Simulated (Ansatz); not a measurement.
Crystal: C.

```xyz
2
Lattice="0.0000 1.7834 1.7834 1.7834 0.0000 1.7834 1.7834 1.7834 0.0000" Properties=species:S:1:pos:R:3 pbc="T T T"
C     2.6751    2.6751    2.6751
C     1.7834    1.7834    1.7834
```

This isn't the form of C at room conditions, which is graphite.

Program: Ansatz 0.2.0. Alike in all runs: task band structure; potentials or basis Ansatz PAW; no spin polarisation; cell as given; cutoff (eV) 420; smearing fermi-dirac 0.05 eV.

Order these runs on this cell by their pressure, lowest first.
A. level PBE; k mesh 13 × 13 × 13; points for each segment of the path 14; mesh quality not flagged
B. level revPBE; k mesh 13 × 13 × 13; points for each segment of the path 14; mesh quality not flagged
C. level revPBE0; k mesh 7 × 7 × 7; points for each segment of the path 4; mesh quality coarse

C (-4.7 GPa), A (1.8 GPa), B (6.4 GPa).

Caveats: some runs use coarse meshes; the PAW data sets come from PBE, with cores solved anew for the run's functional, which leaves a small shift of forces and pressure (some runs); the thresholds are loose for stress (some runs).
